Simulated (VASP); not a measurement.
Runs of VASP 6.6.1 on Rh. It takes space group Fm-3m (No. 225, cubic). Conventional cell: a = 3.796 Å, b = 3.796 Å, c = 3.796 Å, α = 90.00°, β = 90.00°, γ = 90.00°. Rh (site symmetry m-3m) has 12 Rh at 2.68 Å as nearest neighbours. 

| task | level | potentials or basis | U | cell | cutoff (eV) | smearing | monkhorst-Pack mesh | other keys | gap on the mesh (eV) | pressure (GPa) |
| --- | --- | --- | --- | --- | --- | --- | --- | --- | --- | --- |
| relaxation of cell and atoms | RPBE+D4+U | VASP PAW PBE potentials, release 54 (Rh) | Rh d U = 4 eV | relaxed | 580 | methfessel-paxton 0.2 eV | - | - | none | 0.2 |
| electrostatic potential | PBE+D3 | VASP PAW PBE potentials, release 64 (Rh_pv) | - | cell strained at random at fixed volume | 520 | gaussian 0.01 eV | - | - | none | -0.7 |
| optical spectrum | TPSS+D3(BJ) | VASP PAW PBE potentials, release 64 (Rh_sv_GW) | - | as given | 600 | gaussian 0.05 eV | yes | shifted = yes | - | -10.7 |
| single point | PBE | VASP PAW PBE potentials, release 54 (Rh_pv) | - | as given | 520 | gaussian 0.05 eV | - | - | none | 7.3 |
| single point | PBE | VASP PAW PBE potentials, release 54 (Rh_pv) | - | as given | 520 | gaussian 0.02 eV | - | - | none | (a) |

Alike in all rows: no spin polarisation; k mesh 12 × 12 × 12.

Fill in the values left out.

(a) 7.4.

Caveats: pairwise dispersion overbinds metals, which lowers pressure and volume (some runs); the PAW data sets were made with another functional, which shifts forces and pressure a little (some runs); U without spin polarisation on a metal has little footing (some runs); the U is typed as a test and isn't derived for this compound (some runs); spectra need much finer meshes, so this one isn't converged (some runs); independent-particle spectra lack excitons (some runs); the intraband (Drude) part of a metal's response may be missing (some runs).

A k mesh can miss the band edges, and the runs leave out spin-orbit coupling on Rh.

A gap of «none» marks a metal or a gap under the smearing width.

The runs don't all hold the same shells in valence.
